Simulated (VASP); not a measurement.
# GaN in VASP: further runs, part 2 of 2

VASP 6.6.1. Earlier steps stand in the parts before.

### 3 Single point, r2SCAN+rVV10

This run uses another cell than the first one, of 62.08 Å³/atom, 0.596 times its volume.

File POSCAR:

```
GaN
1.0
    3.2000000000      0.0000000000      0.0000000000
   -1.6000000000      2.7712812921      0.0000000000
    0.0000000000      0.0000000000     14.0000000000
Ga N
1 1
Direct
    0.3333330000      0.6666670000      0.5000000000
    0.6666670000      0.3333330000      0.5000000000
```

File INCAR.step1:

```
SYSTEM = GaN
PREC = Accurate ; ENCUT = 520
ISMEAR = 0 ; SIGMA = 0.03
LREAL = .False. ; LASPH = .True.
NELM = 100 ; LDIPOL = .True.
IDIPOL = 3 ; DIPOL = 0.5 0.5 0.500
NBANDS = 16 ; GGA = PE
ALGO = Normal ; EDIFF = 1E-4
LWAVE = .True. ; LCHARG = .False.
```

File INCAR.step2:

```
SYSTEM = GaN
PREC = Accurate ; ENCUT = 520
EDIFF = 1E-6 ; ISMEAR = 0
SIGMA = 0.03 ; LREAL = .False.
LASPH = .True. ; NELM = 100
ALGO = Normal ; ISIF = 2
LWAVE = .False. ; LCHARG = .False.
LDIPOL = .True. ; IDIPOL = 3
DIPOL = 0.5 0.5 0.500 ; METAGGA = R2SCAN
LMIXTAU = .True. ; LUSE_VDW = .True.
IVDW_NL = 2 ; BPARAM = 11.95
CPARAM = 0.0093 ; NBANDS = 16
ISTART = 1
```

File KPOINTS:

```
Automatic mesh
0
Gamma
  12 12 1
  0 0 0
```

Potentials or basis: VASP PAW PBE potentials, release 64 (Ga_d, N).

The run is started by

```sh
$ cat potpaw_PBE.64/Ga_d/POTCAR potpaw_PBE.64/N/POTCAR > POTCAR
$ cp INCAR.step1 INCAR
$ mpirun -np 1 vasp_std > vasp.out
$ cp INCAR.step2 INCAR
$ mpirun -np 1 vasp_std > vasp.out
```

OUTCAR:

```text
SYSTEM = GaN
   PREC = Accurate
   ENCUT = 520
   EDIFF = 1E-6
   ISMEAR = 0
   LREAL = .False.
   LASPH = .True.
   NELM = 100
   ISIF = 2
   METAGGA = R2SCAN
   IVDW_NL = 2
   BPARAM = 11.95
   ISTART = 1

 ion  position               nearest neighbor table
   1  0.333  0.667  0.500-   2 1.85   2 1.85   2 1.85
   2  0.667  0.333  0.500-   1 1.85   1 1.85   1 1.85

  LATTYP: Found a hexagonal cell.
 ALAT       =     3.2000000000
 C/A-ratio  =     4.3750000000

  Lattice vectors:

 A1 = (   3.2000000000,   0.0000000000,   0.0000000000)
 A2 = (  -1.6000000000,   2.7712812921,   0.0000000000)
 A3 = (   0.0000000000,   0.0000000000,  14.0000000000)

Analysis of symmetry for initial positions (statically):
=====================================================================
 Subroutine PRICEL returns:
 Original cell was already a primitive cell.

 Routine SETGRP: Setting up the symmetry group for a
 hexagonal supercell.

 Subroutine GETGRP returns: Found 12 space group operations
 (whereof 12 operations were pure point group operations)
 out of a pool of 24 trial point group operations.

The static configuration has the point symmetry D_3h.

Analysis of symmetry for dynamics (positions and initial velocities):
=====================================================================
 Subroutine PRICEL returns:
 Original cell was already a primitive cell.

 Routine SETGRP: Setting up the symmetry group for a
 hexagonal supercell.

 Subroutine GETGRP returns: Found 12 space group operations
 (whereof 12 operations were pure point group operations)
 out of a pool of 24 trial point group operations.

The dynamic configuration has the point symmetry D_3h.

 Subroutine INISYM returns: Found 12 space group operations
 (whereof 12 operations are pure point group operations),
 and found     1 'primitive' translations

----------------------------------------------------------------------------------------

                                     Primitive cell

  volume of cell :     124.1534

  direct lattice vectors                    reciprocal lattice vectors
     3.200000000  0.000000000  0.000000000     0.312500000  0.180421959  0.000000000
    -1.600000000  2.771281292  0.000000000     0.000000000  0.360843918  0.000000000
     0.000000000  0.000000000 14.000000000     0.000000000  0.000000000  0.071428571

  length of vectors
     3.200000000  3.200000000 14.000000000     0.360843918  0.360843918  0.071428571

  position of ions in fractional coordinates (direct lattice)
     0.333333000  0.666667000  0.500000000
     0.666667000  0.333333000  0.500000000

  ion indices of the primitive-cell ions
   primitive index   ion index
                 1           1
                 2           2

----------------------------------------------------------------------------------------

 KPOINTS: Automatic mesh

Automatic generation of k-mesh.
 Grid dimensions read from file:
 generate k-points for:   12   12    1

 Generating k-lattice:

  Cartesian coordinates                     Fractional coordinates (reciprocal lattice)
     0.026041667  0.015035163  0.000000000     0.083333333  0.000000000  0.000000000
     0.000000000  0.030070327  0.000000000     0.000000000  0.083333333  0.000000000
     0.000000000  0.000000000  0.071428571     0.000000000  0.000000000  1.000000000

  Length of vectors
     0.030070327  0.030070327  0.071428571

  Shift w.r.t. Gamma in fractional coordinates (k-lattice)
     0.000000000  0.000000000  0.000000000

 Subroutine IBZKPT returns following result:
 ===========================================

 Found     19 irreducible k-points:

 Following reciprocal coordinates:
            Coordinates               Weight
  0.000000  0.000000  0.000000      1.000000
  0.083333  0.000000  0.000000      6.000000
  0.166667  0.000000  0.000000      6.000000
  0.250000  0.000000  0.000000      6.000000
  0.333333  0.000000  0.000000      6.000000
  0.416667  0.000000  0.000000      6.000000
[... 11 lines left out ...]
  0.333333  0.250000  0.000000     12.000000
  0.333333  0.333333  0.000000      2.000000
   k-points           NKPTS =     19   k-points in BZ     NKDIM =     19   number of bands    NBANDS=     16
   number of dos      NEDOS =    301   number of ions     NIONS =      2
   total plane-waves  NPLWV =  62208
   dimension x,y,z NGX =    24 NGY =   24 NGZ =  108
   dimension x,y,z NGXF=    48 NGYF=   48 NGZF=  216
   ions per type =               1   1
   NGX,Y,Z   is equivalent  to a cutoff of  12.47, 12.47, 12.82 a.u.
   NGXF,Y,Z  is equivalent  to a cutoff of  24.94, 24.94, 25.65 a.u.
 SYSTEM =  GaN
   PREC   = accura    normal or accurate (medium, high low for compatibility)
   ISTART =      1    job   : 0-new  1-cont  2-samecut
   ICHARG =      0    charge: 1-file 2-atom 10-const
   ISPIN  =      1    spin polarized calculation?
   LNONCOLLINEAR =      F non collinear calculations
   LSORBIT =      F    spin-orbit coupling
   LASPH  =      T    aspherical Exc in radial PAW
   ENCUT  =  520.0 eV  38.22 Ry    6.18 a.u.   5.95  5.95 26.03*2*pi/ulx,y,z
   NELM   =    100;   NELMIN=  2; NELMDL=  0     # of ELM steps
   EDIFF  = 0.1E-05   stopping-criterion for ELM
   LREAL  =      F    real-space projection
   EDIFFG = 0.1E-04   stopping-criterion for IOM
   NSW    =      0    number of steps for IOM
   IBRION =     -1    ionic relax: 0-MD 1-quasi-New 2-CG
   NFREE  =      0    steps in history (QN), initial steepest desc. (CG)
   ISIF   =      2    stress and relaxation
   ISYM   =      2    0-nonsym 1-usesym 2-fastsym
   POTIM  = 0.5000    time-step for ionic-motion
   TEBEG  =    0.0;   TEEND  =   0.0 temperature during run
   PSTRESS=    0.0 pullay stress
   NELECT =      18.0000    total number of electrons
   NUPDOWN=      -1.0000    fix difference up-down
   EMIN   =  10.00;   EMAX   =-10.00  energy-range for DOS
   EFERMI =   0.00;   METHOD = LEGACY
   ISMEAR =     0;   SIGMA  =   0.03  broadening in eV -4-tet -1-fermi 0-gaus
   EFERMI_NEDOS =   21; number of points for ismear=-14 and -15
   IALGO  =     38    algorithm
   IMIX   =      4    mixing-type and parameters
     AMIX     =   0.40;   BMIX     =  1.00
     AMIX_MAG =   1.60;   BMIX_MAG =  1.00
  volume/ion in A,a.u.               =      62.08       418.91
  Fermi-wavevector in a.u.,A,eV,Ry     =   0.860028  1.625218 10.063533  0.739649
  Thomas-Fermi vector in A             =   1.977472
   LORBIT       =      0    0 simple, 1 ext, 2 COOP (PROOUT), +10 PAW based schemes
   METAGGA = R2SCAN    functional components
   LHFCALC =     F    Hartree Fock is set to
   AEXX    =    0.0000 exact exchange contribution
   IVDW_NL    =     2    kernel type
   BPARAM     =11.9500
   IVDW    =     0    specifies the selected vdW correction
   LEPSILON=     F    determine dielectric tensor
   LRPA    =     F    only Hartree local field effects (RPA)
 non-spin polarized calculation
 Gauss-broadening in eV      SIGMA  =   0.03
  energy-cutoff  :      520.00
  volume of cell :      124.15
 maximum number of plane-waves:      3372
 NGX is ok and might be reduce to    24
   NGX = 11   NGY = 11   NGZ = 53

 number of electron      17.9999986 magnetization

 dipolmoment           0.000000      0.000000      0.000000 electrons x Angstroem

 Free energy of the ion-electron system (eV)
  ---------------------------------------------------
  ext. energy  EPLUGINS =         0.00000000
  ---------------------------------------------------
  free energy    TOTEN  =       -20.29591084 eV

  energy without entropy =      -20.29591084  energy(sigma->0) =      -20.29591084

 E-fermi :  -3.4846     XC(G=0):  -3.1851

 val. band max:       -3.6863146211   @ k =   0.3333   0.3333   0.0000
 cond. band min:      -1.0713189011   @ k =   0.0000   0.0000   0.0000
 fundamental gap:      2.6149957200
 Fermi energy:        -3.4845990184

 k-point     1 :       0.0000    0.0000    0.0000
  band No.  band energies     occupation
      1     -19.6705      2.00000
      2     -17.3550      2.00000
      3     -17.3550      2.00000
      4     -17.0706      2.00000
      5     -17.0706      2.00000
      6     -16.4790      2.00000
[... 338 lines left out ...]
      3     -17.1852      2.00000
      4     -17.1256      2.00000
      5     -17.0228      2.00000
      6     -15.0350      2.00000
[... 8 lines left out ...]
     15       8.2566      0.00000
     16       8.3590      0.00000

------------------------ aborting loop because EDIFF is reached ----------------------------------------

 vacuum level on the upper side and lower side of the slab       (xc-potential included)        -0.045        -0.045

  FORCE on cell =-STRESS in cart. coord.  units (eV):
  Direction    XX          YY          ZZ          XY          YZ          ZX
  --------------------------------------------------------------------------------------
  -------------------------------------------------------------------------------------
  Total       -0.5366579     -0.5366579     -0.0376349      0.0000000      0.0000000     -0.0000000
  in kB       -6.9254731     -6.9254731     -0.4856717      0.0000000      0.0000000     -0.0000000
  external PRESSURE =      -4.7788726 kB  Pullay stress =       0.0000000 kB

 VOLUME and BASIS-vectors are now :
 -----------------------------------------------------------------------------
  energy-cutoff  :      520.00
  volume of cell :      124.15
      direct lattice vectors                 reciprocal lattice vectors
     3.200000000  0.000000000  0.000000000     0.312500000  0.180421959  0.000000000
    -1.600000000  2.771281292  0.000000000     0.000000000  0.360843918  0.000000000
     0.000000000  0.000000000 14.000000000     0.000000000  0.000000000  0.071428571

 POSITION                                       TOTAL-FORCE (eV/Angst)
 -----------------------------------------------------------------------------------
     -0.00000      1.84752      7.00000         0.000000      0.000000      0.000000
      1.60000      0.92376      7.00000         0.000000     -0.000000      0.000000
 -----------------------------------------------------------------------------------
    total drift:                               -0.000484      0.000280      0.000000

  FREE ENERGIE OF THE ION-ELECTRON SYSTEM (eV)
  ---------------------------------------------------
  free  energy   TOTEN  =       -20.2959108373 eV

  energy  without entropy=      -20.2959108373  energy(sigma->0) =      -20.29591084

 vacuum level on the upper side and lower side of the slab         1.857         1.857
```

It took 2.3 min on 1 thread of Intel Xeon 6975P-C (Granite Rapids), shared host; peak memory 0.49 GiB.

Results:

```
Free energy            : -20.2959 eV
Band gap on the k mesh : 2.62 eV, indirect (least direct gap 2.82 eV)
```

Caveat: the PAW data sets were made with another functional, which shifts forces and pressure a little.
